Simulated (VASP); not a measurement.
# Pd (Fm-3m) in VASP: a series of runs

The runs below take Pd through single point, with PBEsol, PBE.

Everything below comes from runs of VASP 6.6.1. Logs are shortened: lines on timing, memory, paths and dates and some standing lists are left out, and cuts for length are marked.

## 1. The structure

It takes space group Fm-3m (No. 225, cubic). The conventional cell has a = 3.893 Å, b = 3.893 Å, c = 3.893 Å, α = 90.00°, β = 90.00°, γ = 90.00°. Pd (site symmetry m-3m) has 12 Pd at 2.75 Å as nearest neighbours.

## 2. Single point, PBEsol

The input, INCAR:

```
SYSTEM = Pd
PREC = Accurate
ENCUT = 520
EDIFF = 1E-7
ISMEAR = -1
SIGMA = 0.05
LREAL = .False.
LASPH = .True.
NELM = 60
ALGO = Normal
ISIF = 2
LWAVE = .False.
LCHARG = .False.
GGA = PS
NBANDS = 11
```

The input, KPOINTS:

```
Automatic mesh
0
Gamma
  12 12 12
  0 0 0
```

The input, POSCAR:

```
Pd
1.0
    0.0000000000      1.9465000000      1.9465000000
    1.9465000000      0.0000000000      1.9465000000
    1.9465000000      1.9465000000      0.0000000000
Pd
1
Direct
    0.0000000000      0.0000000000      0.0000000000
```

Potentials or basis: VASP PAW PBE potentials, release 64 (Pd).

Launch:

```bash
cat potpaw_PBE.64/Pd/POTCAR > POTCAR
mpirun -np 1 vasp_std > vasp.out
```

OUTCAR:

```text
SYSTEM = Pd
   PREC = Accurate
   ENCUT = 520
   EDIFF = 1E-7
   ISMEAR = -1
   LREAL = .False.
   LASPH = .True.
   NELM = 60
   ISIF = 2
   GGA = PS

 ion  position               nearest neighbor table
   1  0.000  0.000  0.000-

  LATTYP: Found a face centered cubic cell.
 ALAT       =     3.8930000000

  Lattice vectors:

 A1 = (   0.0000000000,   1.9465000000,   1.9465000000)
 A2 = (   1.9465000000,   0.0000000000,   1.9465000000)
 A3 = (   1.9465000000,   1.9465000000,   0.0000000000)

Analysis of symmetry for initial positions (statically):
=====================================================================
 Subroutine PRICEL returns:
 Original cell was already a primitive cell.

 Routine SETGRP: Setting up the symmetry group for a
 face centered cubic supercell.

 Subroutine GETGRP returns: Found 48 space group operations
 (whereof 48 operations were pure point group operations)
 out of a pool of 48 trial point group operations.

The static configuration has the point symmetry O_h .

Analysis of symmetry for dynamics (positions and initial velocities):
=====================================================================
 Subroutine PRICEL returns:
 Original cell was already a primitive cell.

 Routine SETGRP: Setting up the symmetry group for a
 face centered cubic supercell.

 Subroutine GETGRP returns: Found 48 space group operations
 (whereof 48 operations were pure point group operations)
 out of a pool of 48 trial point group operations.

The dynamic configuration has the point symmetry O_h .

 Subroutine INISYM returns: Found 48 space group operations
 (whereof 48 operations are pure point group operations),
 and found     1 'primitive' translations

----------------------------------------------------------------------------------------

                                     Primitive cell

  volume of cell :      14.7500

  direct lattice vectors                    reciprocal lattice vectors
     0.000000000  1.946500000  1.946500000    -0.256871307  0.256871307  0.256871307
     1.946500000  0.000000000  1.946500000     0.256871307 -0.256871307  0.256871307
     1.946500000  1.946500000  0.000000000     0.256871307  0.256871307 -0.256871307

  length of vectors
     2.752766699  2.752766699  2.752766699     0.444914156  0.444914156  0.444914156

  position of ions in fractional coordinates (direct lattice)
     0.000000000  0.000000000  0.000000000

  ion indices of the primitive-cell ions
   primitive index   ion index
                 1           1

----------------------------------------------------------------------------------------

 KPOINTS: Automatic mesh

Automatic generation of k-mesh.
 Grid dimensions read from file:
 generate k-points for:   12   12   12

 Generating k-lattice:

  Cartesian coordinates                     Fractional coordinates (reciprocal lattice)
    -0.021405942  0.021405942  0.021405942     0.083333333  0.000000000  0.000000000
     0.021405942 -0.021405942  0.021405942     0.000000000  0.083333333  0.000000000
     0.021405942  0.021405942 -0.021405942     0.000000000  0.000000000  0.083333333

  Length of vectors
     0.037076180  0.037076180  0.037076180

  Shift w.r.t. Gamma in fractional coordinates (k-lattice)
     0.000000000  0.000000000  0.000000000

 Subroutine IBZKPT returns following result:
 ===========================================

 Found     72 irreducible k-points:

 Following reciprocal coordinates:
            Coordinates               Weight
  0.000000  0.000000  0.000000      1.000000
  0.083333  0.000000  0.000000      8.000000
  0.166667  0.000000  0.000000      8.000000
  0.250000  0.000000  0.000000      8.000000
  0.333333  0.000000  0.000000      8.000000
  0.416667  0.000000  0.000000      8.000000
[... 16 lines left out ...]
  0.500000  0.166667  0.000000     24.000000
 -0.416667  0.166667  0.000000     24.000000
 [... further k-points ...]
   k-points           NKPTS =     72   k-points in BZ     NKDIM =     72   number of bands    NBANDS=     11
   number of dos      NEDOS =    301   number of ions     NIONS =      1
   total plane-waves  NPLWV =   8000
   dimension x,y,z NGX =    20 NGY =   20 NGZ =   20
   dimension x,y,z NGXF=    40 NGYF=   40 NGZF=   40
   ions per type =               1
   NGX,Y,Z   is equivalent  to a cutoff of  12.08, 12.08, 12.08 a.u.
   NGXF,Y,Z  is equivalent  to a cutoff of  24.16, 24.16, 24.16 a.u.
 SYSTEM =  Pd
   PREC   = accura    normal or accurate (medium, high low for compatibility)
   ISTART =      0    job   : 0-new  1-cont  2-samecut
   ICHARG =      2    charge: 1-file 2-atom 10-const
   ISPIN  =      1    spin polarized calculation?
   LNONCOLLINEAR =      F non collinear calculations
   LSORBIT =      F    spin-orbit coupling
   LASPH  =      T    aspherical Exc in radial PAW
   ENCUT  =  520.0 eV  38.22 Ry    6.18 a.u.   5.12  5.12  5.12*2*pi/ulx,y,z
   NELM   =     60;   NELMIN=  2; NELMDL= -5     # of ELM steps
   EDIFF  = 0.1E-06   stopping-criterion for ELM
   LREAL  =      F    real-space projection
   EDIFFG = 0.1E-05   stopping-criterion for IOM
   NSW    =      0    number of steps for IOM
   IBRION =     -1    ionic relax: 0-MD 1-quasi-New 2-CG
   NFREE  =      0    steps in history (QN), initial steepest desc. (CG)
   ISIF   =      2    stress and relaxation
   ISYM   =      2    0-nonsym 1-usesym 2-fastsym
   POTIM  = 0.5000    time-step for ionic-motion
   TEBEG  =    0.0;   TEEND  =   0.0 temperature during run
   PSTRESS=    0.0 pullay stress
   NELECT =      10.0000    total number of electrons
   NUPDOWN=      -1.0000    fix difference up-down
   EMIN   =  10.00;   EMAX   =-10.00  energy-range for DOS
   EFERMI =   0.00;   METHOD = LEGACY
   ISMEAR =    -1;   SIGMA  =   0.05  broadening in eV -4-tet -1-fermi 0-gaus
   EFERMI_NEDOS =   21; number of points for ismear=-14 and -15
   IALGO  =     38    algorithm
   IMIX   =      4    mixing-type and parameters
     AMIX     =   0.40;   BMIX     =  1.00
     AMIX_MAG =   1.60;   BMIX_MAG =  1.00
  volume/ion in A,a.u.               =      14.75        99.54
  Fermi-wavevector in a.u.,A,eV,Ry     =   1.438171  2.717748 28.141404  2.068335
  Thomas-Fermi vector in A             =   2.557167
   LORBIT       =      0    0 simple, 1 ext, 2 COOP (PROOUT), +10 PAW based schemes
   GGA     = PS    functional components
   LHFCALC =     F    Hartree Fock is set to
   AEXX    =    0.0000 exact exchange contribution
   IVDW    =     0    specifies the selected vdW correction
   LEPSILON=     F    determine dielectric tensor
   LRPA    =     F    only Hartree local field effects (RPA)
 non-spin polarized calculation
  energy-cutoff  :      520.00
  volume of cell :       14.75
 maximum number of plane-waves:       415
   NGX = 11   NGY = 11   NGZ = 11

 number of electron      10.0000000 magnetization

 number of electron       9.9999999 magnetization

 Free energy of the ion-electron system (eV)
  ---------------------------------------------------
  ext. energy  EPLUGINS =         0.00000000
  ---------------------------------------------------
  free energy    TOTEN  =        -5.97305410 eV

  energy without entropy =       -5.95343748  energy(sigma->0) =       -5.96324579

 E-fermi :   9.5881     XC(G=0): -13.3827

 val. band max:        9.5861328595   @ k =   0.5000   0.0000   0.0000
 cond. band min:       9.5882242838   @ k =   0.5000   0.4167   0.0833
 fundamental gap:      0.0020914243
 Fermi energy:         9.5880978159

 k-point     1 :       0.0000    0.0000    0.0000
  band No.  band energies     occupation
      1       2.3803      2.00000
      2       6.7521      2.00000
      3       6.7521      2.00000
      4       6.7521      2.00000
      5       8.3849      2.00000
      6       8.3849      2.00000
      7      26.7475      0.00000
      8      31.5185      0.00000
      9      31.5185      0.00000
     10      31.5185      0.00000
     11      35.6725      0.00000

 k-point     2 :       0.0833    0.0000    0.0000
  band No.  band energies     occupation
      1       2.6307      2.00000
      2       6.6654      2.00000
      3       6.8374      2.00000
      4       6.8374      2.00000
      5       8.3456      2.00000
      6       8.3456      2.00000
      7      27.0004      0.00000
      8      30.0228      0.00000
      9      31.8051      0.00000
     10      31.8051      0.00000
     11      35.7494      0.00000

 k-point     3 :       0.1667    0.0000    0.0000
  band No.  band energies     occupation
      1       3.3099      2.00000
      2       6.5133      2.00000
      3       7.0106      2.00000
      4       7.0106      2.00000
      5       8.3186      2.00000
      6       8.3186      2.00000
      7      26.8105      0.00000
      8      28.0568      0.00000
      9      32.5484      0.00000
     10      32.5484      0.00000
     11      35.7397      0.00000

 k-point     4 :       0.2500    0.0000    0.0000
  band No.  band energies     occupation
      1       4.0787      2.00000
      2       6.7040      2.00000
      3       7.0493      2.00000
      4       7.0493      2.00000
      5       8.5313      2.00000
      6       8.5313      2.00000
      7      24.0767      0.00000
      8      27.7964      0.00000
      9      33.1807      0.00000
     10      33.1807      0.00000
     11      35.3103      0.00000
[... 239 lines left out ...]
 k-point    22 :       0.4167    0.1667    0.0000
  band No.  band energies     occupation
      1       4.8657      2.00000
      2       6.3265      2.00000
      3       6.9142      2.00000
      4       7.4657      2.00000
      5       9.5426      1.42626
      6      10.7707      0.00000
      7      20.3507      0.00000
      8      26.8119      0.00000
      9      28.1031      0.00000
     10      29.8676      0.00000
     11      35.7593      0.00000

 k-point    23 :       0.5000    0.1667    0.0000
  band No.  band energies     occupation
      1       4.8324      2.00000
      2       6.2717      2.00000
      3       7.3202      2.00000
      4       7.4459      2.00000
      5       9.6291      0.61145
      6      12.6288      0.00000
      7      17.6455      0.00000
      8      25.9617      0.00000
      9      28.3677      0.00000
     10      28.9035      0.00000
     11      35.7706      0.00000

 k-point    24 :      -0.4167    0.1667    0.0000
  band No.  band energies     occupation
      1       4.8840      2.00000
      2       6.2791      2.00000
      3       7.2514      2.00000
      4       7.6512      2.00000
      5       9.3576      1.98031
      6      13.1781      0.00000
      7      17.1421      0.00000
      8      25.3858      0.00000
      9      28.4127      0.00000
     10      29.4243      0.00000
     11      35.7646      0.00000

 [... further k-points ...]

------------------------ aborting loop because EDIFF is reached ----------------------------------------

  FORCE on cell =-STRESS in cart. coord.  units (eV):
  Direction    XX          YY          ZZ          XY          YZ          ZX
  --------------------------------------------------------------------------------------
  -------------------------------------------------------------------------------------
  Total       -0.2977010     -0.2977010     -0.2977010     -0.0000000     -0.0000000     -0.0000000
  in kB      -32.3368449    -32.3368449    -32.3368449     -0.0000000     -0.0000000     -0.0000000
  external PRESSURE =     -32.3368449 kB  Pullay stress =       0.0000000 kB

 VOLUME and BASIS-vectors are now :
 -----------------------------------------------------------------------------
  energy-cutoff  :      520.00
  volume of cell :       14.75
      direct lattice vectors                 reciprocal lattice vectors
     0.000000000  1.946500000  1.946500000    -0.256871307  0.256871307  0.256871307
     1.946500000  0.000000000  1.946500000     0.256871307 -0.256871307  0.256871307
     1.946500000  1.946500000  0.000000000     0.256871307  0.256871307 -0.256871307

 POSITION                                       TOTAL-FORCE (eV/Angst)
 -----------------------------------------------------------------------------------
      0.00000      0.00000      0.00000        -0.000000      0.000000      0.000000
 -----------------------------------------------------------------------------------
    total drift:                                0.000000      0.000000      0.000000

  FREE ENERGIE OF THE ION-ELECTRON SYSTEM (eV)
  ---------------------------------------------------
  free  energy   TOTEN  =        -5.9730541017 eV

  energy  without entropy=       -5.9534374843  energy(sigma->0) =       -5.96324579
```

Wall time 9.2 s (1 thread of Intel Xeon Platinum 8259CL at 2.50GHz (Skylake/Cascade Lake), shared host); peak memory 0.13 GiB.

What came out:

```yaml
Free_energy: -5.9731 eV
Pressure: -3.2 GPa
Band_gap_on_the_k_mesh: none (metal or under the smearing width)
```

Levels at points of the mesh, in eV from the Fermi level:
| k point | band 2 | band 3 | band 4 | band 5 | band 6 | band 7 | band 8 | band 9 |
| --- | --- | --- | --- | --- | --- | --- | --- | --- |
| (0.00, 0.00, 0.00) | -2.84 | -2.84 | -2.84 | -1.20 | -1.20 | 17.16 | 21.93 | 21.93 |
| (0.50, 0.00, 0.00) | -2.88 | -2.88 | 0.00 | 0.00 | 0.95 | 7.29 | 16.52 | 21.04 |
| (0.50, 0.50, 0.00) | -5.11 | -0.02 | 0.31 | 0.31 | 3.28 | 10.74 | 13.14 | 13.14 |

Caveat: the PAW data sets were made with another functional, which shifts forces and pressure a little.

## 3. Single point, PBEsol (cell strained at random at fixed volume)

INCAR is that of step 2.

KPOINTS is that of step 2.

The input, POSCAR:

```
Pd
1.0
   -0.0111260000      1.9552170000      1.9418620000
    1.9710740000      0.0063410000      1.9243950000
    1.9644410000      1.9311180000      0.0129730000
Pd
1
Direct
    0.0238370000     -0.0169870000     -0.0029670000
```

Potentials or basis: VASP PAW PBE potentials, release 64 (Pd).

Launch:

```bash
cat potpaw_PBE.64/Pd/POTCAR > POTCAR
mpirun -np 1 vasp_std > vasp.out
```

It took 92 s on 1 thread of Intel Xeon Platinum 8259CL at 2.50GHz (Skylake/Cascade Lake), shared host; peak memory 0.25 GiB.

It converged, with:

```yaml
Free_energy: -5.9710 eV
Pressure: -3.1 GPa
Band_gap_on_the_k_mesh: none (metal or under the smearing width)
```

Stress tensor (GPa, compression positive):
```
-4.01  0.60  0.19
 0.60 -2.87 -1.32
 0.19 -1.32 -2.55
```

Levels at points of the mesh, in eV from the Fermi level:
```csv
k point,band 2,band 3,band 4,band 5,band 6,band 7,band 8,band 9
"(0.00, 0.00, 0.00)",-2.99,-2.84,-2.69,-1.31,-1.10,17.16,21.54,21.89
"(0.50, 0.00, 0.00)",-3.01,-2.73,-0.05,0.01,0.84,7.09,16.61,20.99
"(0.00, 0.50, 0.00)",-2.89,-2.86,-0.08,0.08,1.00,7.36,16.48,20.90
"(0.50, 0.50, 0.00)",-5.11,-0.03,0.25,0.37,3.49,11.02,12.78,13.13
"(0.00, 0.00, 0.50)",-2.96,-2.81,-0.05,0.08,1.06,7.46,16.41,20.69
"(0.50, 0.00, 0.50)",-5.11,-0.03,0.23,0.39,3.35,10.83,13.00,13.17
"(0.00, 0.50, 0.50)",-5.12,-0.02,0.28,0.33,3.02,10.37,13.10,13.71
"(0.50, 0.50, 0.50)",-3.07,-2.68,0.00,0.00,0.93,7.26,16.50,20.73
```

Caveat: the PAW data sets were made with another functional, which shifts forces and pressure a little.

(Part 1 of 2 ends here.)
